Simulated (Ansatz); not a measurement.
# Mn (P6_3/mmc) in Ansatz: reference runs, part 2 of 2

Ansatz 0.2.0.

**3. Single point, PBE, collinear spin, ferromagnetic start (atoms moved at random, drawn with an rms of 0.05 Å)**

Contents of input.yaml:

```yaml
crystal:
  lattice:
    - [2.4836457705, 0.0, 0.0]
    - [-1.2418228853, 2.1509003313, 0.0]
    - [0.0, 0.0, 4.026195]
  atoms:
    - { symbol: Mn, position: [0.340605, 0.676587, 0.246355], spin: 4.0 }
    - { symbol: Mn, position: [0.723194, 0.36785, 0.75019], spin: 4.0 }
hamiltonian:
  xc: pbe
  pseudopotentials: { kind: paw }
magnetization:
  spin_polarized: true
kpoints:
  mp_grid: { grid: [12, 12, 7] }
scf:
  occupations: { method: fermi_dirac, width: 0.05 }
output:
  forces: true
  stress: true
  eigenvalues: true
```

Potentials or basis: Ansatz PAW.

Launch:

```console
> ansatz run input.yaml --threads 2 --pin off --max-ram 5120MiB --backend cpu --events-out ev --progress --plain --runs-dir out
```

What it wrote:

```text
Warning: RAYON_NUM_THREADS=2 ignored (pool sized by the plan → 2); use --threads N
Engine: ansatz 0.2.0, x86_64-unknown-linux-gnu
Pseudopotentials: kind: paw
Pseudopotential: Mn, paw, valence charge 15, recommended cutoff 420 eV (normal), Mn.paw.azcp
Functional definition: PBE
  parameter kappa = 0.804
  parameter beta = 0.06672455060314922
  exchange = pbe_x(kappa = kappa, mu = beta*pi^2/3)
  correlation = pbe_c(beta = beta)
Crystal: 2 atoms, lattice volume = 21.508 Å³
Basis set: ecut = 420 eV, 391 PW (Γ), exchange–correlation on 36×36×54 points (8 copies of the dense FFT grid, shifted against one another)
Bands: 23, of which v1, the nominal top of the filled ones, is band 15 counted from 1 (14 counted from 0)
Symmetry: 2 space group operations
[... 65 lines left out ...]
  E_ewald      = -4238.546335
  E_smearing   = -0.022553  (= −TS)
  E_closure    = 0.000000  (closes the sum)
  Σ components = -7797.570272   (vs F -7797.570272, Δ=0.00e0)
--- Forces (eV/Å), atoms counted from 1 ---
  atom   1  Mn     0.18308933     0.10555605     0.03354291
  atom   2  Mn    -0.18308933    -0.10555605    -0.03354291
  max |Σ_I F_I| component: 0.00e0 eV/Å
--- Stress (GPa, compression-positive) ---
        0.274137       1.274717       0.223183
        1.274717      -1.192452       0.128641
        0.223183       0.128641      -1.779274
  P = ⅓ Tr σ = -0.8992 GPa (-8.992 kbar)
--- Band table (eV; the first three rows and the last of 1012) ---
  k-point 0 ↑: bands = ["-58.9848", "-58.8219", "-28.0514", "-27.3903", "-27.3708", "-27.2980", "-27.2636", "-27.2571", "11.9491", "15.7376", "19.1208", "19.1897", "19.2929", "19.6275", "19.8260", "20.0539", "20.4666", "20.8507", "21.5674", "22.0050", "29.4040", "40.8505", "44.0014"]
  k-point 1 ↑: bands = ["-58.9769", "-58.8300", "-28.0137", "-27.3853", "-27.3672", "-27.3016", "-27.3012", "-27.2645", "12.1672", "15.6985", "19.0445", "19.1343", "19.2180", "19.5434", "19.7460", "20.2141", "20.2981", "20.6243", "21.5957", "21.9564", "30.3418", "40.6644", "43.5687"]
  k-point 2 ↑: bands = ["-58.9546", "-58.8526", "-27.9075", "-27.4218", "-27.3584", "-27.3572", "-27.3117", "-27.2824", "12.7941", "15.4540", "18.8467", "19.0842", "19.1082", "19.2548", "19.3554", "19.5461", "20.6360", "20.9613", "21.6170", "21.7943", "32.5604", "39.9866", "42.2723"]
  k-point 505 ↓: bands = ["-58.8111", "-58.7951", "-28.0114", "-27.9738", "-27.5255", "-27.4975", "-27.4340", "-27.4233", "15.7654", "16.0454", "17.3887", "17.5844", "20.0651", "20.3129", "20.8258", "21.4508", "22.1332", "22.1586", "22.8965", "24.1306", "30.0179", "30.1260", "38.6964"]
```

It took 1.7 min on 2 threads of Intel Xeon at 2.70GHz, shared host; peak memory 1.8 GiB.

What came out:

| Quantity | Value |
| --- | --- |
| Free energy | -7797.5703 eV |
| Pressure | -0.9 GPa |
| Largest force | 0.214 eV/Å |
| Band gap on the k mesh | none (metal or under the smearing width) |
| Net moment | 0.00 μB per cell |
| Absolute moment | 0.00 μB per cell |

Forces on the atoms (eV/Å):
```
Mn   0.183  0.106  0.034
Mn  -0.183 -0.106 -0.034
```

Levels at points of the mesh, in eV from the Fermi level:
Spin up:
| k point | band 11 | band 12 | band 13 | band 14 | band 15 | band 16 | band 17 | band 18 | band 19 | band 20 |
| --- | --- | --- | --- | --- | --- | --- | --- | --- | --- | --- |
| (0.00, 0.00, 0.00) | -1.06 | -0.99 | -0.89 | -0.55 | -0.35 | -0.12 | 0.29 | 0.67 | 1.39 | 1.83 |
| (0.00, -0.50, 0.00) | -3.80 | -1.28 | -1.15 | -0.74 | -0.43 | 1.87 | 1.96 | 2.02 | 3.43 | 5.84 |
| (-0.50, 0.00, 0.00) | -3.45 | -1.52 | -1.33 | -1.09 | -0.49 | 1.79 | 1.92 | 2.10 | 3.90 | 5.30 |
| (-0.50, -0.50, 0.00) | -3.80 | -1.28 | -1.15 | -0.74 | -0.43 | 1.87 | 1.96 | 2.02 | 3.43 | 5.84 |
Spin down:
```
             k point  band 11  band 12  band 13  band 14  band 15  band 16  band 17  band 18  band 19  band 20
  (0.00, 0.00, 0.00)    -1.06    -0.99    -0.89    -0.55    -0.35    -0.12     0.29     0.67     1.39     1.83
 (0.00, -0.50, 0.00)    -3.80    -1.28    -1.15    -0.74    -0.43     1.87     1.96     2.02     3.43     5.84
 (-0.50, 0.00, 0.00)    -3.45    -1.52    -1.33    -1.09    -0.49     1.79     1.92     2.10     3.90     5.30
(-0.50, -0.50, 0.00)    -3.80    -1.28    -1.15    -0.74    -0.43     1.87     1.96     2.02     3.43     5.84
```

Caveat: the starting moments collapsed, and a magnetic state may lie lower; the starting moments weren't kept.

**4. Single point, PBE, collinear spin, ferromagnetic start, 10.11 Å³/atom (volume scaled by 0.94)**

Contents of input.yaml:

```yaml
crystal:
  lattice:
    - [2.4329448958, 0.0, 0.0]
    - [-1.2164724479, 2.1069920858, 0.0]
    - [0.0, 0.0, 3.944004693]
  atoms:
    - { symbol: Mn, position: [0.3333333333, 0.6666666667, 0.25], spin: 4.0 }
    - { symbol: Mn, position: [0.6666666667, 0.3333333333, 0.75], spin: 4.0 }
hamiltonian:
  xc: pbe
  pseudopotentials: { kind: paw }
magnetization:
  spin_polarized: true
kpoints:
  mp_grid: { grid: [12, 12, 7] }
scf:
  occupations: { method: fermi_dirac, width: 0.05 }
output:
  forces: true
  stress: true
  eigenvalues: true
  write_density: true
  write_potential: true
  elf: true
  volumetric_format: npy
```

Launch:

```console
> ansatz run input.yaml --threads 2 --pin off --max-ram 5120MiB --backend cpu --events-out ev --progress --plain --runs-dir out
```

Run time: 6.8 s. Hardware: 2 threads of Intel Xeon at 2.70GHz, shared host; peak memory 0.38 GiB.

The run converged. Its results:

```
Free energy            : -7797.5163 eV
Pressure               : 18.5 GPa
Band gap on the k mesh : none (metal or under the smearing width)
Net moment             : 0.00 μB per cell
Absolute moment        : 0.00 μB per cell
```

Caveat: the starting moments collapsed, and a magnetic state may lie lower; the starting moments weren't kept.

**5. Single point, PBE, collinear spin, ferromagnetic start, 10.32 Å³/atom (volume scaled by 0.96)**

Changes to input.yaml since step 4:

```diff
@@ -2,5 +2,5 @@
   lattice:
-    - [2.4329448958, 0.0, 0.0]
-    - [-1.2164724479, 2.1069920858, 0.0]
-    - [0.0, 0.0, 3.944004693]
+    - [2.450078875, 0.0, 0.0]
+    - [-1.2250394376, 2.1218305471, 0.0]
+    - [0.0, 0.0, 3.971780289]
   atoms:
@@ -21,5 +21 @@
   eigenvalues: true
-  write_density: true
-  write_potential: true
-  elf: true
-  volumetric_format: npy
```

Launch:

```console
> ansatz run input.yaml --threads 2 --pin off --max-ram 5120MiB --backend cpu --events-out ev --progress --plain --runs-dir out
```

Run time: 4.1 s. Hardware: 2 threads of Intel Xeon at 2.70GHz, shared host; peak memory 0.38 GiB.

The run converged. Its results:

| Property | Result |
| --- | --- |
| Free energy | -7797.5560 eV |
| Pressure | 11.2 GPa |
| Band gap on the k mesh | none (metal or under the smearing width) |
| Net moment | 0.00 μB per cell |
| Absolute moment | 0.00 μB per cell |

Caveat: the starting moments collapsed, and a magnetic state may lie lower; the starting moments weren't kept.

**6. Single point, PBE, collinear spin, ferromagnetic start, 10.54 Å³/atom (volume scaled by 0.98)**

Changes to input.yaml since step 5:

```diff
@@ -2,5 +2,5 @@
   lattice:
-    - [2.450078875, 0.0, 0.0]
-    - [-1.2250394376, 2.1218305471, 0.0]
-    - [0.0, 0.0, 3.971780289]
+    - [2.4669765047, 0.0, 0.0]
+    - [-1.2334882524, 2.1364643236, 0.0]
+    - [0.0, 0.0, 3.9991727429]
   atoms:
```

Potentials or basis: Ansatz PAW.

Launch:

```console
> ansatz run input.yaml --threads 2 --pin off --max-ram 5120MiB --backend cpu --events-out ev --progress --plain --runs-dir out
```

It took 14 s on 2 threads of Intel Xeon at 2.70GHz, shared host; peak memory 0.55 GiB.

Results (log left out):

| Item | Value |
| --- | --- |
| Free energy | -7797.5772 eV |
| Pressure | 4.7 GPa |
| Band gap on the k mesh | none (metal or under the smearing width) |
| Net moment | 0.00 μB per cell |
| Absolute moment | 0.00 μB per cell |

Caveat: the starting moments collapsed, and a magnetic state may lie lower; the starting moments weren't kept.

**7. Single point, PBE, collinear spin, ferromagnetic start, 10.75 Å³/atom**

Changes to input.yaml since step 6:

```diff
@@ -2,5 +2,5 @@
   lattice:
-    - [2.4669765047, 0.0, 0.0]
-    - [-1.2334882524, 2.1364643236, 0.0]
-    - [0.0, 0.0, 3.9991727429]
+    - [2.4836457705, 0.0, 0.0]
+    - [-1.2418228853, 2.1509003313, 0.0]
+    - [0.0, 0.0, 4.026195]
   atoms:
@@ -21 +21,5 @@
   eigenvalues: true
+  write_density: true
+  write_potential: true
+  elf: true
+  volumetric_format: npy
```

Launch:

```console
> ansatz run input.yaml --threads 2 --pin off --max-ram 5120MiB --backend cpu --events-out ev --progress --plain --runs-dir out
```

Run time: 16 s. Hardware: 2 threads of Intel Xeon at 2.70GHz, shared host; peak memory 0.55 GiB.

The run converged. Its results:

```yaml
Free_energy: -7797.5818 eV
Pressure: -1.1 GPa
Band_gap_on_the_k_mesh: none (metal or under the smearing width)
Net_moment: 0.00 μB per cell
Absolute_moment: 0.00 μB per cell
```

Caveat: the starting moments collapsed, and a magnetic state may lie lower; the starting moments weren't kept.

**8. Single point, PBE, collinear spin, ferromagnetic start, 10.97 Å³/atom (volume scaled by 1.02)**

Changes to input.yaml since step 7:

```diff
@@ -2,5 +2,5 @@
   lattice:
-    - [2.4836457705, 0.0, 0.0]
-    - [-1.2418228853, 2.1509003313, 0.0]
-    - [0.0, 0.0, 4.026195]
+    - [2.5000942351, 0.0, 0.0]
+    - [-1.2500471176, 2.1651451195, 0.0]
+    - [0.0, 0.0, 4.0528593201]
   atoms:
@@ -21,5 +21 @@
   eigenvalues: true
-  write_density: true
-  write_potential: true
-  elf: true
-  volumetric_format: npy
```

Launch:

```console
> ansatz run input.yaml --threads 2 --pin off --max-ram 5120MiB --backend cpu --events-out ev --progress --plain --runs-dir out
```

It took 21 s on 2 threads of Intel Xeon at 2.70GHz, shared host; peak memory 0.54 GiB.

The run converged. Its results:

| Item | Value |
| --- | --- |
| Free energy | -7797.5745 eV |
| Pressure | -4.9 GPa |
| Band gap on the k mesh | none (metal or under the smearing width) |
| Net moment | 0.00 μB per cell |
| Absolute moment | 1.08 μB per cell |
| Site moments | Mn +0.52, -0.52 μB |

Caveat: the moment fell far below its start of 4 μB, so a state of higher moment may lie lower in energy; the starting moments weren't kept.

**9. Single point, PBE, collinear spin, ferromagnetic start, 11.18 Å³/atom (volume scaled by 1.04)**

Changes to input.yaml since step 8:

```diff
@@ -2,5 +2,5 @@
   lattice:
-    - [2.5000942351, 0.0, 0.0]
-    - [-1.2500471176, 2.1651451195, 0.0]
-    - [0.0, 0.0, 4.0528593201]
+    - [2.5163290681, 0.0, 0.0]
+    - [-1.2581645341, 2.1792048973, 0.0]
+    - [0.0, 0.0, 4.0791773259]
   atoms:
@@ -21 +21,5 @@
   eigenvalues: true
+  write_density: true
+  write_potential: true
+  elf: true
+  volumetric_format: npy
```

Potentials or basis: Ansatz PAW.

Launch:

```console
> ansatz run input.yaml --threads 2 --pin off --max-ram 5120MiB --backend cpu --events-out ev --progress --plain --runs-dir out
```

Wall time 24 s (2 threads of Intel Xeon at 2.70GHz, shared host); peak memory 0.55 GiB.

It converged, with:

```yaml
Free_energy: -7797.5563 eV
Pressure: -8.4 GPa
Band_gap_on_the_k_mesh: none (metal or under the smearing width)
Net_moment: 0.00 μB per cell
Absolute_moment: 1.49 μB per cell
Site_moments: Mn +0.71, -0.71 μB
```

Caveat: the starting moments weren't kept.

**10. Single point, PBE, collinear spin, ferromagnetic start, 11.40 Å³/atom (volume scaled by 1.06)**

Changes to input.yaml since step 9:

```diff
@@ -2,5 +2,5 @@
   lattice:
-    - [2.5163290681, 0.0, 0.0]
-    - [-1.2581645341, 2.1792048973, 0.0]
-    - [0.0, 0.0, 4.0791773259]
+    - [2.532357074, 0.0, 0.0]
+    - [-1.266178537, 2.1930855575, 0.0]
+    - [0.0, 0.0, 4.1051600476]
   atoms:
@@ -21,5 +21 @@
   eigenvalues: true
-  write_density: true
-  write_potential: true
-  elf: true
-  volumetric_format: npy
```

Launch:

```console
> ansatz run input.yaml --threads 2 --pin off --max-ram 5120MiB --backend cpu --events-out ev --progress --plain --runs-dir out
```

It took 26 s on 2 threads of Intel Xeon at 2.70GHz, shared host; peak memory 0.55 GiB.

Results (log left out):

```
Free energy            : -7797.5298 eV
Pressure               : -11.3 GPa
Band gap on the k mesh : none (metal or under the smearing width)
Net moment             : 0.00 μB per cell
Absolute moment        : 1.88 μB per cell
Site moments           : Mn +0.90, -0.90 μB
```

Caveat: the starting moments weren't kept.

**11. Equation of state, PBE, collinear spin, ferromagnetic start**

Potentials or basis: Ansatz PAW.

No new run: the results of the series are fitted here.

Results:

```yaml
Equilibrium_volume: "10.73 Å³/atom (rough: see the caveat)"
Bulk_modulus_at_fixed_shape_and_positions: 244 GPa (rough)
```

Energy against volume, from the lowest point:
```tsv
volume (Å³/atom)	energy (meV/atom)
10.109	32.72
10.324	12.90
10.539	2.31
10.754	0.00
10.969	3.66
11.184	12.72
11.399	26.02
```

Caveat: the fit is doubtful: noisy points or a state that changes with volume; the cell was scaled at fixed shape and fractional positions, which overstates the stiffness of a crystal with free parameters, most of all of layers and chains.
